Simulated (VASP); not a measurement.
# CdF2 (Fm-3m) in VASP: notebook

The runs below take CdF2 through electric field gradients, with PBE.

All numbers are computed with VASP 6.6.1; they aren't measurements. Logs are shortened: lines on timing, memory, paths and dates and some standing lists are left out, and cuts for length are marked.

**1. The crystal as given**

The structure is cubic, space group Fm-3m (No. 225). The conventional cell has a = 5.388 Å, b = 5.388 Å, c = 5.388 Å, α = 90.00°, β = 90.00°, γ = 90.00°. Cd (site symmetry m-3m) is surrounded by 8 F at 2.33 Å. F (site symmetry -43m) has 4 Cd at 2.33 Å as nearest neighbours.

**2. Electric field gradients, PBE**

INCAR

```
  PREC = Accurate
  ENCUT = 520
  EDIFF = 1E-8
  ISMEAR = -1
  SIGMA = 0.02
  LREAL = False
  LASPH = True
  NELM = 100
  ALGO = Normal
  ISIF = 2
  LWAVE = False
  LCHARG = False
  GGA = PE
  LEFG = True
  NBANDS = 20
```

KPOINTS

```
Automatic mesh
0
Gamma
  8 8 8
```

POSCAR

```
CdF2
1.0
    0.0000000000      2.6940000000      2.6940000000
    2.6940000000      0.0000000000      2.6940000000
    2.6940000000      2.6940000000      0.0000000000
Cd F
1 2
Direct
    0.0000000000      0.0000000000      0.0000000000
    0.2500000000      0.2500000000      0.2500000000
    0.7500000000      0.7500000000      0.7500000000
```

Potentials or basis: VASP PAW PBE potentials, release 64 (Cd, F).

On the command line:

```bash
$ cat potpaw_PBE.64/Cd/POTCAR potpaw_PBE.64/F/POTCAR > POTCAR
$ mpirun -np 1 vasp_std > vasp.out
```

OUTCAR:

```text
PREC = Accurate
   ENCUT = 520
   EDIFF = 1E-8
   ISMEAR = -1
   LREAL = False
   LASPH = True
   NELM = 100
   ISIF = 2
   GGA = PE

 ion  position               nearest neighbor table
   1  0.000  0.000  0.000-   3 2.33   3 2.33   3 2.33   2 2.33   3 2.33   2 2.33   2 2.33   2 2.33

   2  0.250  0.250  0.250-   1 2.33   1 2.33   1 2.33   1 2.33
   3  0.750  0.750  0.750-   1 2.33   1 2.33   1 2.33   1 2.33

  LATTYP: Found a face centered cubic cell.
 ALAT       =     5.3880000000

  Lattice vectors:

 A1 = (   0.0000000000,   2.6940000000,   2.6940000000)
 A2 = (   2.6940000000,   0.0000000000,   2.6940000000)
 A3 = (   2.6940000000,   2.6940000000,   0.0000000000)

Analysis of symmetry for initial positions (statically):
=====================================================================
 Subroutine PRICEL returns:
 Original cell was already a primitive cell.

 Routine SETGRP: Setting up the symmetry group for a
 face centered cubic supercell.

 Subroutine GETGRP returns: Found 48 space group operations
 (whereof 48 operations were pure point group operations)
 out of a pool of 48 trial point group operations.

The static configuration has the point symmetry O_h .

Analysis of symmetry for dynamics (positions and initial velocities):
=====================================================================
 Subroutine PRICEL returns:
 Original cell was already a primitive cell.

 Routine SETGRP: Setting up the symmetry group for a
 face centered cubic supercell.

 Subroutine GETGRP returns: Found 48 space group operations
 (whereof 48 operations were pure point group operations)
 out of a pool of 48 trial point group operations.

The dynamic configuration has the point symmetry O_h .

 Subroutine INISYM returns: Found 48 space group operations
 (whereof 48 operations are pure point group operations),
 and found     1 'primitive' translations

----------------------------------------------------------------------------------------

                                     Primitive cell

  volume of cell :      39.1041

  direct lattice vectors                    reciprocal lattice vectors
     0.000000000  2.694000000  2.694000000    -0.185597624  0.185597624  0.185597624
     2.694000000  0.000000000  2.694000000     0.185597624 -0.185597624  0.185597624
     2.694000000  2.694000000  0.000000000     0.185597624  0.185597624 -0.185597624

  length of vectors
     3.809891337  3.809891337  3.809891337     0.321464515  0.321464515  0.321464515

  position of ions in fractional coordinates (direct lattice)
     0.000000000  0.000000000  0.000000000
     0.250000000  0.250000000  0.250000000
     0.750000000  0.750000000  0.750000000

  ion indices of the primitive-cell ions
   primitive index   ion index
                 1           1
                 2           2
                 3           3

----------------------------------------------------------------------------------------

 KPOINTS: Automatic mesh

Automatic generation of k-mesh.
 Grid dimensions read from file:
 generate k-points for:    8    8    8

 Generating k-lattice:

  Cartesian coordinates                     Fractional coordinates (reciprocal lattice)
    -0.023199703  0.023199703  0.023199703     0.125000000  0.000000000  0.000000000
     0.023199703 -0.023199703  0.023199703     0.000000000  0.125000000  0.000000000
     0.023199703  0.023199703 -0.023199703     0.000000000  0.000000000  0.125000000

  Length of vectors
     0.040183064  0.040183064  0.040183064

  Shift w.r.t. Gamma in fractional coordinates (k-lattice)
     0.000000000  0.000000000  0.000000000

 Subroutine IBZKPT returns following result:
 ===========================================

 Found     29 irreducible k-points:

 Following reciprocal coordinates:
            Coordinates               Weight
  0.000000  0.000000  0.000000      1.000000
  0.125000  0.000000  0.000000      8.000000
  0.250000  0.000000  0.000000      8.000000
  0.375000  0.000000  0.000000      8.000000
  0.500000  0.000000  0.000000      4.000000
  0.125000  0.125000  0.000000      6.000000
[... 16 lines left out ...]
  0.500000  0.250000  0.125000     48.000000
 -0.375000  0.250000  0.125000     24.000000
 [... further k-points ...]
   k-points           NKPTS =     29   k-points in BZ     NKDIM =     29   number of bands    NBANDS=     20
   number of dos      NEDOS =    301   number of ions     NIONS =      3
   total plane-waves  NPLWV =  21952
   dimension x,y,z NGX =    28 NGY =   28 NGZ =   28
   dimension x,y,z NGXF=    56 NGYF=   56 NGZF=   56
   ions per type =               1   2
   NGX,Y,Z   is equivalent  to a cutoff of  12.22, 12.22, 12.22 a.u.
   NGXF,Y,Z  is equivalent  to a cutoff of  24.44, 24.44, 24.44 a.u.
 SYSTEM =  unknown system
   PREC   = accura    normal or accurate (medium, high low for compatibility)
   ISTART =      0    job   : 0-new  1-cont  2-samecut
   ICHARG =      2    charge: 1-file 2-atom 10-const
   ISPIN  =      1    spin polarized calculation?
   LNONCOLLINEAR =      F non collinear calculations
   LSORBIT =      F    spin-orbit coupling
   LASPH  =      T    aspherical Exc in radial PAW
   ENCUT  =  520.0 eV  38.22 Ry    6.18 a.u.   7.08  7.08  7.08*2*pi/ulx,y,z
   NELM   =    100;   NELMIN=  2; NELMDL= -5     # of ELM steps
   EDIFF  = 0.1E-07   stopping-criterion for ELM
   LREAL  =      F    real-space projection
   EDIFFG = 0.1E-06   stopping-criterion for IOM
   NSW    =      0    number of steps for IOM
   IBRION =     -1    ionic relax: 0-MD 1-quasi-New 2-CG
   NFREE  =      0    steps in history (QN), initial steepest desc. (CG)
   ISIF   =      2    stress and relaxation
   ISYM   =      2    0-nonsym 1-usesym 2-fastsym
   POTIM  = 0.5000    time-step for ionic-motion
   TEBEG  =    0.0;   TEEND  =   0.0 temperature during run
   PSTRESS=    0.0 pullay stress
   NELECT =      26.0000    total number of electrons
   NUPDOWN=      -1.0000    fix difference up-down
   EMIN   =  10.00;   EMAX   =-10.00  energy-range for DOS
   EFERMI =   0.00;   METHOD = LEGACY
   ISMEAR =    -1;   SIGMA  =   0.02  broadening in eV -4-tet -1-fermi 0-gaus
   EFERMI_NEDOS =   21; number of points for ismear=-14 and -15
   IALGO  =     38    algorithm
   IMIX   =      4    mixing-type and parameters
     AMIX     =   0.40;   BMIX     =  1.00
     AMIX_MAG =   1.60;   BMIX_MAG =  1.00
  volume/ion in A,a.u.               =      13.03        87.96
  Fermi-wavevector in a.u.,A,eV,Ry     =   1.428867  2.700166 27.778468  2.041660
  Thomas-Fermi vector in A             =   2.548882
   LORBIT       =      0    0 simple, 1 ext, 2 COOP (PROOUT), +10 PAW based schemes
   GGA     = PE    functional components
   LHFCALC =     F    Hartree Fock is set to
   AEXX    =    0.0000 exact exchange contribution
   IVDW    =     0    specifies the selected vdW correction
   LEPSILON=     F    determine dielectric tensor
   LRPA    =     F    only Hartree local field effects (RPA)
 non-spin polarized calculation
  energy-cutoff  :      520.00
  volume of cell :       39.10
 maximum number of plane-waves:      1067
   NGX = 15   NGY = 15   NGZ = 15

 number of electron      25.9999990 magnetization

 Free energy of the ion-electron system (eV)
  ---------------------------------------------------
  ext. energy  EPLUGINS =         0.00000000
  ---------------------------------------------------
  free energy    TOTEN  =       -10.85937010 eV

  energy without entropy =      -10.85937010  energy(sigma->0) =      -10.85937010

 E-fermi :  -0.8755     XC(G=0): -10.4121

 val. band max:       -1.3114844161   @ k =  -0.2500   0.5000   0.2500
 cond. band min:       1.7564597534   @ k =   0.0000   0.0000   0.0000
 fundamental gap:      3.0679441694
 Fermi energy:        -0.8755061494

 k-point     1 :       0.0000    0.0000    0.0000
  band No.  band energies     occupation
      1     -22.1167      2.00000
      2     -21.0119      2.00000
      3      -6.9268      2.00000
      4      -6.9268      2.00000
      5      -6.9268      2.00000
      6      -5.7192      2.00000
[... 12 lines left out ...]
     19      18.5864      0.00000
[... 513 lines left out ...]
      4      -6.3622      2.00000
      5      -5.7757      2.00000
      6      -5.7530      2.00000
[... 12 lines left out ...]
     19      17.4033      0.00000
     20      20.9780      0.00000

 [... further k-points ...]

------------------------ aborting loop because EDIFF is reached ----------------------------------------

  FORCE on cell =-STRESS in cart. coord.  units (eV):
  Direction    XX          YY          ZZ          XY          YZ          ZX
  --------------------------------------------------------------------------------------
  -------------------------------------------------------------------------------------
  Total        1.5111459      1.5111459      1.5111459      0.0000000      0.0000000      0.0000000
  in kB       61.9147622     61.9147622     61.9147622      0.0000000      0.0000000      0.0000000
  external PRESSURE =      61.9147622 kB  Pullay stress =       0.0000000 kB

 VOLUME and BASIS-vectors are now :
 -----------------------------------------------------------------------------
  energy-cutoff  :      520.00
  volume of cell :       39.10
      direct lattice vectors                 reciprocal lattice vectors
     0.000000000  2.694000000  2.694000000    -0.185597624  0.185597624  0.185597624
     2.694000000  0.000000000  2.694000000     0.185597624 -0.185597624  0.185597624
     2.694000000  2.694000000  0.000000000     0.185597624  0.185597624 -0.185597624

 POSITION                                       TOTAL-FORCE (eV/Angst)
 -----------------------------------------------------------------------------------
      0.00000      0.00000      0.00000        -0.000000      0.000000     -0.000000
      1.34700      1.34700      1.34700         0.000000      0.000000     -0.000000
      4.04100      4.04100      4.04100        -0.000000     -0.000000      0.000000
 -----------------------------------------------------------------------------------
    total drift:                                0.000000      0.000000      0.000000

  FREE ENERGIE OF THE ION-ELECTRON SYSTEM (eV)
  ---------------------------------------------------
  free  energy   TOTEN  =       -10.8593700962 eV

  energy  without entropy=      -10.8593700962  energy(sigma->0) =      -10.85937010

 Electric field gradients (V/A^2)
---------------------------------------------------------------------
 ion       V_xx      V_yy      V_zz      V_xy      V_xz      V_yz
---------------------------------------------------------------------
   1      -0.000    -0.000     0.000    -0.002    -0.002    -0.002
   2       0.000     0.000     0.000     0.008     0.008     0.008
   3       0.000     0.000     0.000     0.008     0.008     0.008
---------------------------------------------------------------------

 Electric field gradients after diagonalization (V/A^2)
 (convention: |V_zz| > |V_xx| > |V_yy|)
----------------------------------------------------------------------
 ion       V_xx      V_yy      V_zz     asymmetry (V_yy - V_xx)/ V_zz
----------------------------------------------------------------------
   1       0.002     0.002    -0.004       0.000
   2      -0.008    -0.008     0.017       0.000
   3      -0.008    -0.008     0.017       0.000
----------------------------------------------------------------------

           NMR quadrupolar parameters

 Cq : quadrupolar parameter    Cq=e*Q*V_zz/h
 eta: asymmetry parameters     (V_yy - V_xx)/ V_zz
 Q  : nuclear electric quadrupole moment in mb (millibarn)
----------------------------------------------------------------------
 ion       Cq(MHz)       eta       Q (mb)
----------------------------------------------------------------------
   1      -0.000       0.000       1.000
   2       0.000       0.000       1.000
   3       0.000       0.000       1.000
----------------------------------------------------------------------
```

Run time: 35 s. Hardware: 1 thread of Intel Xeon Platinum 8375C at 2.90GHz (Ice Lake), shared host; peak memory 0.16 GiB.

Results:

```yaml
Free_energy: -10.8594 eV
Pressure: 6.2 GPa
Band_gap_on_the_k_mesh: 3.07 eV, indirect (least direct gap 3.57 eV)
```

Levels at points of the mesh, in eV from the valence-band top:
| k point | band 9 | band 10 | band 11 | band 12 | band 13 | band 14 | band 15 | band 16 | band 17 | band 18 |
| --- | --- | --- | --- | --- | --- | --- | --- | --- | --- | --- |
| (0.00, 0.00, 0.00) | -0.97 | -0.97 | -0.50 | -0.50 | -0.50 | 3.07 | 12.70 | 12.70 | 12.70 | 17.64 |
| (0.50, 0.00, 0.00) | -2.27 | -1.84 | -1.84 | -0.40 | -0.40 | 7.17 | 9.16 | 14.50 | 14.50 | 18.19 |
| (0.50, 0.50, 0.00) | -2.96 | -2.96 | -0.50 | -0.09 | -0.09 | 8.00 | 9.65 | 11.92 | 14.29 | 14.29 |

Electric field gradients, principal values (V/Å²):
```tsv
atom	Vxx	Vyy	Vzz
1 Cd	0.002	0.002	-0.004
2 F	-0.008	-0.008	0.017
3 F	-0.008	-0.008	0.017
```

A k mesh can miss the band edges. Expect the measured gap to be larger: semilocal functionals such as PBE lack the derivative discontinuity.

**3. Electric field gradients, PBE**

INCAR

```
SYSTEM = CdF2
ALGO = Fast
EDIFF = 1E-8
ENCUT = 520
GGA = PE
ISIF = 2
ISMEAR = -1
LASPH = .True.
LCHARG = .False.
LEFG = .True.
LREAL = .False.
LWAVE = .False.
NBANDS = 20
NELM = 100
PREC = Accurate
SIGMA = 0.02
```

KPOINTS

```
k-points
0
Gamma
  8 8 8
  0 0 0
```

POSCAR is that of step 2.

Potentials or basis: VASP PAW PBE potentials, release 64 (Cd, F).

On the command line:

```bash
$ cat potpaw_PBE.64/Cd/POTCAR potpaw_PBE.64/F/POTCAR > POTCAR
$ mpirun -np 1 vasp_std > vasp.out
```

OUTCAR:

```text
SYSTEM = CdF2
   EDIFF = 1E-8
   ENCUT = 520
   GGA = PE
   ISIF = 2
   ISMEAR = -1
   LASPH = .True.
   LREAL = .False.
   NELM = 100
   PREC = Accurate

 ion  position               nearest neighbor table
   1  0.000  0.000  0.000-   3 2.33   3 2.33   3 2.33   2 2.33   3 2.33   2 2.33   2 2.33   2 2.33

   2  0.250  0.250  0.250-   1 2.33   1 2.33   1 2.33   1 2.33
   3  0.750  0.750  0.750-   1 2.33   1 2.33   1 2.33   1 2.33

[... 776 lines left out ...]
  free  energy   TOTEN  =       -10.8593700919 eV

  energy  without entropy=      -10.8593700919  energy(sigma->0) =      -10.85937009

 Electric field gradients (V/A^2)
---------------------------------------------------------------------
 ion       V_xx      V_yy      V_zz      V_xy      V_xz      V_yz
---------------------------------------------------------------------
   1      -0.000     0.000     0.000    -0.002    -0.002    -0.002
   2       0.000    -0.000    -0.000     0.008     0.008     0.008
   3       0.000    -0.000    -0.000     0.008     0.008     0.008
---------------------------------------------------------------------

 Electric field gradients after diagonalization (V/A^2)
 (convention: |V_zz| > |V_xx| > |V_yy|)
----------------------------------------------------------------------
 ion       V_xx      V_yy      V_zz     asymmetry (V_yy - V_xx)/ V_zz
----------------------------------------------------------------------
   1       0.002     0.002    -0.004       0.000
   2      -0.008    -0.008     0.017       0.000
   3      -0.008    -0.008     0.017       0.000
----------------------------------------------------------------------

           NMR quadrupolar parameters

 Cq : quadrupolar parameter    Cq=e*Q*V_zz/h
 eta: asymmetry parameters     (V_yy - V_xx)/ V_zz
 Q  : nuclear electric quadrupole moment in mb (millibarn)
----------------------------------------------------------------------
 ion       Cq(MHz)       eta       Q (mb)
----------------------------------------------------------------------
   1      -0.000       0.000       1.000
   2       0.000       0.000       1.000
   3       0.000       0.000       1.000
----------------------------------------------------------------------
```

stdout:

```text
POSCAR found type information on POSCAR CdF
 POSCAR found :  2 types and       3 ions
 scaLAPACK will be used
 LDA part: xc-table for (Slater+PW92), standard interpolation
 POSCAR, INCAR and KPOINTS ok, starting setup
 FFT: planning ... GRIDC
 FFT: planning ... GRID_SOFT
 FFT: planning ... GRID
 WAVECAR not read
 entering main loop
ion   1

ion   2

ion   3
```

Run time: 41 s. Hardware: 1 thread of Intel Xeon Platinum 8375C at 2.90GHz (Ice Lake), shared host; peak memory 0.16 GiB.

What came out:

- Free energy: -10.8594 eV
- Pressure: 6.2 GPa
- Band gap on the k mesh: 3.07 eV, indirect (least direct gap 3.57 eV)

Levels at points of the mesh, in eV from the valence-band top:
```
           k point  band 10  band 11  band 12  band 13  band 14  band 15  band 16  band 17
(0.00, 0.00, 0.00)    -0.97    -0.50    -0.50    -0.50     3.07    12.70    12.70    12.70
(0.50, 0.00, 0.00)    -1.84    -1.84    -0.40    -0.40     7.17     9.16    14.50    14.50
(0.50, 0.50, 0.00)    -2.96    -0.50    -0.09    -0.09     8.00     9.65    11.92    14.29
```

Electric field gradients, principal values (V/Å²):
| atom | Vxx | Vyy | Vzz |
| --- | --- | --- | --- |
| 1 Cd | 0.002 | 0.002 | -0.004 |
| 2 F | -0.008 | -0.008 | 0.017 |
| 3 F | -0.008 | -0.008 | 0.017 |
